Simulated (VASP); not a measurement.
# In2O3 (R-3c) in VASP: notebook

Runs on In2O3. Level: PBEsol. Tasks: single point.

Everything below comes from runs of VASP 6.6.1. Logs are shortened: lines on timing, memory, paths and dates and some standing lists are left out, and cuts for length are marked.

### 1 The crystal as given

It takes space group R-3c (No. 167, trigonal). The conventional cell has a = 5.696 Å, b = 5.696 Å, c = 14.049 Å, α = 90.00°, β = 90.00°, γ = 120.00°. In (site symmetry 3) has 6 O at 2.18 to 2.26 Å as nearest neighbours. O (site symmetry 2) has 4 In at 2.18 to 2.26 Å as nearest neighbours.

### 2 Single point, PBEsol

Contents of INCAR:

```
SYSTEM = In2O3
PREC = Accurate
ENCUT = 520
EDIFF = 1E-6
ISMEAR = 0
SIGMA = 0.05
LREAL = .FALSE.
LASPH = .TRUE.
NELM = 100
ALGO = Fast
ISIF = 2
LWAVE = .FALSE.
LCHARG = .TRUE.
GGA = PS
LELF = .TRUE.
LVHAR = .TRUE.
NBANDS = 55
```

Contents of KPOINTS:

```
regular mesh
0
G
  6 6 6
  0 0 0
```

Contents of POSCAR:

```
In2O3
1.0
    2.8478500000      1.6442069641      4.6830333333
   -2.8478500000      1.6442069641      4.6830333333
    0.0000000000     -3.2884139282      4.6830333333
In O
4 6
Direct
    0.3574536553      0.3574536553      0.3574536553
    0.1425463447      0.1425463447      0.1425463447
    0.6425463447      0.6425463447      0.6425463447
    0.8574536553      0.8574536553      0.8574536553
    0.5458387896      0.9541612104      0.2500000000
    0.2500000000      0.5458387896      0.9541612104
    0.9541612104      0.2500000000      0.5458387896
    0.4541612104      0.0458387896      0.7500000000
    0.7500000000      0.4541612104      0.0458387896
    0.0458387896      0.7500000000      0.4541612104
```

Potentials or basis: VASP PAW PBE potentials, release 64 (In_d, O).

Command:

```sh
cat potpaw_PBE.64/In_d/POTCAR potpaw_PBE.64/O/POTCAR > POTCAR
mpirun -np 1 vasp_std > vasp.out
```

OUTCAR:

```text
SYSTEM = In2O3
   PREC = Accurate
   ENCUT = 520
   EDIFF = 1E-6
   ISMEAR = 0
   LREAL = .FALSE.
   LASPH = .TRUE.
   NELM = 100
   ISIF = 2
   GGA = PS

 ion  position               nearest neighbor table
   1  0.357  0.357  0.357-   9 2.18   8 2.18  10 2.18   7 2.26   6 2.26   5 2.26   2 3.02   3 3.36
                             3 3.36   3 3.36   2 3.69   2 3.69   2 3.69   3 4.01
   2  0.143  0.143  0.143-  10 2.18   8 2.18   9 2.18   7 2.26   6 2.26   5 2.26   1 3.02   4 3.36
                             4 3.36   4 3.36   1 3.69   1 3.69   1 3.69   4 4.01
   3  0.643  0.643  0.643-   6 2.18   5 2.18   7 2.18   9 2.26  10 2.26   8 2.26   4 3.02   1 3.36
                             1 3.36   1 3.36   4 3.69   4 3.69   4 3.69   1 4.01
   4  0.857  0.857  0.857-   7 2.18   5 2.18   6 2.18   9 2.26  10 2.26   8 2.26   3 3.02   2 3.36
                             2 3.36   2 3.36   3 3.69   3 3.69   3 3.69   2 4.01
   5  0.546  0.954  0.250-   3 2.18   4 2.18   1 2.26   2 2.26
   6  0.250  0.546  0.954-   3 2.18   4 2.18   1 2.26   2 2.26
   7  0.954  0.250  0.546-   4 2.18   3 2.18   1 2.26   2 2.26
   8  0.454  0.046  0.750-   1 2.18   2 2.18   3 2.26   4 2.26
   9  0.750  0.454  0.046-   1 2.18   2 2.18   3 2.26   4 2.26
  10  0.046  0.750  0.454-   2 2.18   1 2.18   3 2.26   4 2.26

  LATTYP: Found a trigonal (rhomboedric) cell.
 ALAT       =     5.7222781621
 COS(alpha) =     0.5046338954

  Lattice vectors:

 A1 = (   2.8478500000,   1.6442069641,   4.6830333333)
 A2 = (  -2.8478500000,   1.6442069641,   4.6830333333)
 A3 = (   0.0000000000,  -3.2884139282,   4.6830333333)

Analysis of symmetry for initial positions (statically):
=====================================================================
 Subroutine PRICEL returns:
 Original cell was already a primitive cell.

 Routine SETGRP: Setting up the symmetry group for a
 trigonal (rhombohedral) supercell.

 Subroutine GETGRP returns: Found 12 space group operations
 (whereof  6 operations were pure point group operations)
 out of a pool of 12 trial point group operations.

The static configuration has the point symmetry S_6 .
 The point group associated with its full space group is D_3d.

Analysis of symmetry for dynamics (positions and initial velocities):
=====================================================================
 Subroutine PRICEL returns:
 Original cell was already a primitive cell.

 Routine SETGRP: Setting up the symmetry group for a
 trigonal (rhombohedral) supercell.

 Subroutine GETGRP returns: Found 12 space group operations
 (whereof  6 operations were pure point group operations)
 out of a pool of 12 trial point group operations.

The dynamic configuration has the point symmetry S_6 .
 The point group associated with its full space group is D_3d.

 Subroutine INISYM returns: Found 12 space group operations
 (whereof  6 operations are pure point group operations),
 and found     1 'primitive' translations

----------------------------------------------------------------------------------------

                                     Primitive cell

  volume of cell :     131.5686

  direct lattice vectors                    reciprocal lattice vectors
     2.847850000  1.644206964  4.683033333     0.175571045  0.101365990  0.071178937
    -2.847850000  1.644206964  4.683033333    -0.175571045  0.101365990  0.071178937
     0.000000000 -3.288413928  4.683033333     0.000000000 -0.202731980  0.071178937

  length of vectors
     5.722278162  5.722278162  5.722278162     0.214864368  0.214864368  0.214864368

  position of ions in fractional coordinates (direct lattice)
     0.357453655  0.357453655  0.357453655
     0.142546345  0.142546345  0.142546345
     0.642546345  0.642546345  0.642546345
     0.857453655  0.857453655  0.857453655
     0.545838790  0.954161210  0.250000000
     0.250000000  0.545838790  0.954161210
     0.954161210  0.250000000  0.545838790
     0.454161210  0.045838790  0.750000000
     0.750000000  0.454161210  0.045838790
     0.045838790  0.750000000  0.454161210

  ion indices of the primitive-cell ions
   primitive index   ion index
                 1           1
                 2           2
                 3           3
                 4           4
                 5           5
                 6           6
                 7           7
                 8           8
                 9           9
                10          10

----------------------------------------------------------------------------------------

 KPOINTS: regular mesh

Automatic generation of k-mesh.
 Grid dimensions read from file:
 generate k-points for:    6    6    6

 Generating k-lattice:

  Cartesian coordinates                     Fractional coordinates (reciprocal lattice)
     0.029261841  0.016894332  0.011863156     0.166666667 -0.000000000 -0.000000000
    -0.029261841  0.016894332  0.011863156    -0.000000000  0.166666667 -0.000000000
     0.000000000 -0.033788663  0.011863156    -0.000000000 -0.000000000  0.166666667

  Length of vectors
     0.035810728  0.035810728  0.035810728

  Shift w.r.t. Gamma in fractional coordinates (k-lattice)
     0.000000000  0.000000000  0.000000000

 Subroutine IBZKPT returns following result:
 ===========================================

 Found     32 irreducible k-points:

 Following reciprocal coordinates:
            Coordinates               Weight
  0.000000  0.000000  0.000000      1.000000
  0.166667 -0.000000 -0.000000      6.000000
  0.333333 -0.000000 -0.000000      6.000000
  0.500000  0.000000 -0.000000      3.000000
  0.166667  0.166667 -0.000000      6.000000
  0.333333  0.166667 -0.000000     12.000000
[... 16 lines left out ...]
  0.500000  0.500000  0.166667      6.000000
 -0.333333  0.500000  0.166667     12.000000
 [... further k-points ...]
   k-points           NKPTS =     32   k-points in BZ     NKDIM =     32   number of bands    NBANDS=     55
   number of dos      NEDOS =    301   number of ions     NIONS =     10
   total plane-waves  NPLWV = 110592
   dimension x,y,z NGX =    48 NGY =   48 NGZ =   48
   dimension x,y,z NGXF=    96 NGYF=   96 NGZF=   96
   ions per type =               4   6
   NGX,Y,Z   is equivalent  to a cutoff of  13.95, 13.95, 13.95 a.u.
   NGXF,Y,Z  is equivalent  to a cutoff of  27.89, 27.89, 27.89 a.u.
 SYSTEM =  In2O3
   PREC   = accura    normal or accurate (medium, high low for compatibility)
   ISTART =      0    job   : 0-new  1-cont  2-samecut
   ICHARG =      2    charge: 1-file 2-atom 10-const
   ISPIN  =      1    spin polarized calculation?
   LNONCOLLINEAR =      F non collinear calculations
   LSORBIT =      F    spin-orbit coupling
   LASPH  =      T    aspherical Exc in radial PAW
   ENCUT  =  520.0 eV  38.22 Ry    6.18 a.u.  10.64 10.64 10.64*2*pi/ulx,y,z
   NELM   =    100;   NELMIN=  2; NELMDL= -5     # of ELM steps
   EDIFF  = 0.1E-05   stopping-criterion for ELM
   LREAL  =      F    real-space projection
   EDIFFG = 0.1E-04   stopping-criterion for IOM
   NSW    =      0    number of steps for IOM
   IBRION =     -1    ionic relax: 0-MD 1-quasi-New 2-CG
   NFREE  =      0    steps in history (QN), initial steepest desc. (CG)
   ISIF   =      2    stress and relaxation
   ISYM   =      2    0-nonsym 1-usesym 2-fastsym
   POTIM  = 0.5000    time-step for ionic-motion
   TEBEG  =    0.0;   TEEND  =   0.0 temperature during run
   PSTRESS=    0.0 pullay stress
   NELECT =      88.0000    total number of electrons
   NUPDOWN=      -1.0000    fix difference up-down
   EMIN   =  10.00;   EMAX   =-10.00  energy-range for DOS
   EFERMI =   0.00;   METHOD = LEGACY
   ISMEAR =     0;   SIGMA  =   0.05  broadening in eV -4-tet -1-fermi 0-gaus
   EFERMI_NEDOS =   21; number of points for ismear=-14 and -15
   IALGO  =     68    algorithm
   IMIX   =      4    mixing-type and parameters
     AMIX     =   0.40;   BMIX     =  1.00
     AMIX_MAG =   1.60;   BMIX_MAG =  1.00
  volume/ion in A,a.u.               =      13.16        88.79
  Fermi-wavevector in a.u.,A,eV,Ry     =   1.431699  2.705519 27.888701  2.049762
  Thomas-Fermi vector in A             =   2.551407
   LORBIT       =      0    0 simple, 1 ext, 2 COOP (PROOUT), +10 PAW based schemes
   GGA     = PS    functional components
   LHFCALC =     F    Hartree Fock is set to
   AEXX    =    0.0000 exact exchange contribution
   IVDW    =     0    specifies the selected vdW correction
   LEPSILON=     F    determine dielectric tensor
   LRPA    =     F    only Hartree local field effects (RPA)
 non-spin polarized calculation
 RMM-DIIS sequential band-by-band and
 Gauss-broadening in eV      SIGMA  =   0.05
  energy-cutoff  :      520.00
  volume of cell :      131.57
 maximum number of plane-waves:      3566
 NGX is ok and might be reduce to    48
   NGX = 21   NGY = 21   NGZ = 21

 number of electron      87.9999998 magnetization

 Free energy of the ion-electron system (eV)
  ---------------------------------------------------
  ext. energy  EPLUGINS =         0.00000000
  ---------------------------------------------------
  free energy    TOTEN  =       -59.12138589 eV

  energy without entropy =      -59.12138589  energy(sigma->0) =      -59.12138589

 E-fermi :   5.3512     XC(G=0): -11.2983

 val. band max:        5.0520548293   @ k =  -0.1667   0.1667   0.0000
 cond. band min:       5.7988955281   @ k =   0.0000   0.0000   0.0000
 fundamental gap:      0.7468406988
 Fermi energy:         5.3511833872

 k-point     1 :       0.0000    0.0000    0.0000
  band No.  band energies     occupation
      1     -12.3199      2.00000
      2     -11.4542      2.00000
      3     -11.4542      2.00000
      4     -11.2897      2.00000
      5     -11.2897      2.00000
      6     -11.0672      2.00000
[... 47 lines left out ...]
     54      14.4884      0.00000
     55      15.4585      0.00000

 k-point     2 :       0.1667   -0.0000   -0.0000
  band No.  band energies     occupation
      1     -12.2468      2.00000
      2     -11.4478      2.00000
      3     -11.4367      2.00000
      4     -11.3434      2.00000
      5     -11.3029      2.00000
      6     -11.1123      2.00000
[... 47 lines left out ...]
     54      15.3048      0.00000
     55      15.4041      0.00000

 k-point     3 :       0.3333   -0.0000   -0.0000
  band No.  band energies     occupation
      1     -12.0473      2.00000
      2     -11.5176      2.00000
      3     -11.4223      2.00000
      4     -11.3856      2.00000
      5     -11.3375      2.00000
      6     -11.2074      2.00000
[... 1152 lines left out ...]
 k-point    23 :       0.5000    0.5000    0.1667
  band No.  band energies     occupation
      1     -11.8737      2.00000
      2     -11.6121      2.00000
      3     -11.4596      2.00000
      4     -11.3665      2.00000
      5     -11.3348      2.00000
      6     -11.2337      2.00000
[... 47 lines left out ...]
     54      15.3841      0.00000
     55      15.9873      0.00000

 k-point    24 :      -0.3333    0.5000    0.1667
  band No.  band energies     occupation
      1     -11.8093      2.00000
      2     -11.6644      2.00000
      3     -11.4666      2.00000
      4     -11.3996      2.00000
      5     -11.3040      2.00000
      6     -11.2307      2.00000
[... 47 lines left out ...]
     54      15.1777      0.00000
     55      15.6553      0.00000

 [... further k-points ...]
[... 5 lines left out ...]
  --------------------------------------------------------------------------------------
  -------------------------------------------------------------------------------------
  Total       -7.6269515     -7.6269515      1.7257825      0.0000000      0.0000000      0.0000000
  in kB      -92.8772765    -92.8772765     21.0157334      0.0000000      0.0000000      0.0000000
  external PRESSURE =     -54.9129399 kB  Pullay stress =       0.0000000 kB

 VOLUME and BASIS-vectors are now :
 -----------------------------------------------------------------------------
  energy-cutoff  :      520.00
  volume of cell :      131.57
      direct lattice vectors                 reciprocal lattice vectors
     2.847850000  1.644206964  4.683033333     0.175571045  0.101365990  0.071178937
    -2.847850000  1.644206964  4.683033333    -0.175571045  0.101365990  0.071178937
     0.000000000 -3.288413928  4.683033333     0.000000000 -0.202731980  0.071178937

 POSITION                                       TOTAL-FORCE (eV/Angst)
 -----------------------------------------------------------------------------------
      0.00000      0.00000      5.02190         0.000000     -0.000000      0.430984
      0.00000      0.00000      2.00265         0.000000     -0.000000     -0.430984
      0.00000      0.00000      9.02720         0.000000     -0.000000     -0.430984
      0.00000      0.00000     12.04645         0.000000     -0.000000      0.430984
     -1.16284      1.64421      8.19531         0.105411     -0.000000     -0.000000
     -0.84250     -1.82915      8.19531        -0.052706      0.091289     -0.000000
      2.00535      0.18495      8.19531        -0.052706     -0.091289     -0.000000
      1.16284     -1.64421      5.85379        -0.105411     -0.000000     -0.000000
      0.84250      1.82915      5.85379         0.052706     -0.091289     -0.000000
     -2.00535     -0.18495      5.85379         0.052706      0.091289     -0.000000
 -----------------------------------------------------------------------------------
    total drift:                               -0.000000     -0.000000      0.000000

  FREE ENERGIE OF THE ION-ELECTRON SYSTEM (eV)
  ---------------------------------------------------
  free  energy   TOTEN  =       -59.1213858938 eV

  energy  without entropy=      -59.1213858938  energy(sigma->0) =      -59.12138589
```

Wall time 4.5 min (1 thread of Intel Xeon 6975P-C (Granite Rapids), shared host); peak memory 0.41 GiB.

Results:

| Item | Value |
| --- | --- |
| Free energy | -59.1214 eV |
| Pressure | -5.5 GPa |
| Largest force | 0.431 eV/Å |
| Band gap on the k mesh | 0.75 eV, indirect (least direct gap 0.95 eV) |

Forces in eV/Å, atoms in the order of the input:
```
In   0.000  0.000  0.431
In   0.000  0.000 -0.431
In   0.000  0.000 -0.431
In   0.000  0.000  0.431
O    0.105  0.000  0.000
O   -0.053  0.091  0.000
O   -0.053 -0.091  0.000
O   -0.105  0.000  0.000
O    0.053 -0.091  0.000
O    0.053  0.091  0.000
```

Caveat: the PAW data sets were made with another functional, which shifts forces and pressure a little; spin-orbit coupling is left out, which moves the levels of the heavy elements.

(Part 1 of 2 ends here.)
